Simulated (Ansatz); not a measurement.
Zn: single point with PBE

Crystal: Zn.

```
CELL_PARAMETERS angstrom
-1.56904 1.56904 1.56904
1.56904 -1.56904 1.56904
1.56904 1.56904 -1.56904
ATOMIC_POSITIONS crystal
Zn 0.00000 0.00000 0.00000
```

This isn't the form of Zn at room conditions, which is hcp.

```
Program             : Ansatz 0.2.0
Task                : single point
Functional          : PBE
Potentials or basis : Ansatz PAW
Cutoff              : 420 eV (not typed: the program's choice for these potentials)
k mesh              : 12 × 12 × 12
Occupations         : gaussian, width 0.011 eV
Spin                : no spin polarisation
```

```json
{
  "Pressure": "-0.2 GPa",
  "Band gap on the k mesh": "none (metal or under the smearing width)"
}
```

Levels at points of the mesh, in eV from the Fermi level:
| k point | band 3 | band 4 | band 5 | band 6 | band 7 | band 8 | band 9 | band 10 |
| --- | --- | --- | --- | --- | --- | --- | --- | --- |
| (0.00, 0.00, 0.00) | -7.67 | -7.67 | -7.18 | -7.18 | 19.00 | 19.00 | 19.00 | 20.41 |
| (0.00, 0.00, -0.50) | -7.20 | -7.14 | -6.84 | -2.59 | -0.93 | 11.28 | 12.61 | 15.20 |
| (-0.50, -0.50, -0.50) | -6.92 | -6.92 | -6.92 | 4.22 | 4.22 | 4.22 | 7.50 | 8.57 |

Wall time 0.5 s on 2 threads of Arm Neoverse V2, with other jobs on the host, peak memory 0.25 GiB.
